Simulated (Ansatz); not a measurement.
# Ta4C3: the cost of one run

Computed with Ansatz 0.2.0 (DFT r2SCAN, scalar-relativistic, plane waves, PAW, unless a step's input says otherwise).

3 further runs of the same task are left out: 1 that didn't finish, 2 set aside as unsound or not needed.

## Step 1: The structure to begin with

Symmetry: P-3m1, No. 164, trigonal system. The conventional cell has a = 3.110 Å, b = 3.110 Å, c = 4.942 Å, α = 90.00°, β = 90.00°, γ = 120.00°. Around Ta (site symmetry 3m) lie 3 C at 2.19 Å. C (site symmetry -3m) is surrounded by 6 Ta at 2.19 Å.

As a file:

```xyz
3
Lattice="3.1102 0.0000 0.0000 -1.5551 2.6935 0.0000 0.0000 0.0000 4.9423" Properties=species:S:1:pos:R:3 pbc="T T T"
Ta    0.0000    1.7957    1.2532
Ta    1.5551    0.8978    3.6891
C     0.0000    0.0000    0.0000
```

It is the result of an earlier relaxation at this level (volume 13.80 Å³/atom; gap on the mesh: none (metal)).

The bulk reference comes from a run made before at the same settings: -6714.1330 eV/atom.

## Step 2: The (001) slab

Planes are indexed in the bulk's conventional cell (P-3m1 (No. 164)), a = 3.110 Å, b = 3.110 Å, c = 4.942 Å, α = 90.00°, β = 90.00°, γ = 120.00°.

The slab is a (001) slab, 9.9 Å thick as cut, with 15 Å of vacuum; its outer planes are C (top) and C (bottom).

The slab as cut. Layers, bottom to top:

```
plane  atoms per cell  height over the lowest (Å)
    1               C                        0.00
    2              Ta                        1.25
    3              Ta                        3.69
    4               C                        4.94
    5              Ta                        6.20
    6              Ta                        8.63
    7               C                        9.88
```

## Step 3: The slab as cut, atoms at the bulk's places

A dipole layer in the vacuum cancels the field that periodic copies would set up if the slab's two faces differ.

File input.yaml:

```yaml
crystal:
  lattice:
    - [3.1101644559, 0.0, 0.0]
    - [-1.555082228, 2.6934814288, 0.0]
    - [0.0, 0.0, 24.8845978945]
  atoms:
    - { symbol: C, position: [0.0, 0.0, 0.3013912474] }
    - { symbol: Ta, position: [0.3333333333, 0.6666666667, 0.3517511936] }
    - { symbol: Ta, position: [0.6666666667, 0.3333333333, 0.4496400538] }
    - { symbol: C, position: [0.0, 0.0, 0.5] }
    - { symbol: Ta, position: [0.3333333333, 0.6666666667, 0.5503599462] }
    - { symbol: Ta, position: [0.6666666667, 0.3333333333, 0.6482488064] }
    - { symbol: C, position: [0.0, 0.0, 0.6986087526] }
basis:
  ecutwfc: 500
kpoints:
  mp_grid: { grid: [12, 12, 1] }
hamiltonian:
  xc: r2scan
scf:
  occupations: { method: gaussian, width: 0.1 }
output:
  forces: true
  stress: true
  eigenvalues: true
  write_density: true
  write_potential: true
  elf: true
  volumetric_format: npy
efield:
  axis: 3
  dipole_correction: true
  ramp_width: 0.04
```

On the command line:

```console
$ ansatz run input.yaml --threads 1 --pin off --max-ram 2560MiB --backend cpu --events-out ev --progress --plain --runs-dir out
```

Q: Estimate wall time and peak memory on 1 thread of Arm Neoverse V1, shared host.

About 41 s, with a peak of 0.84 GiB.
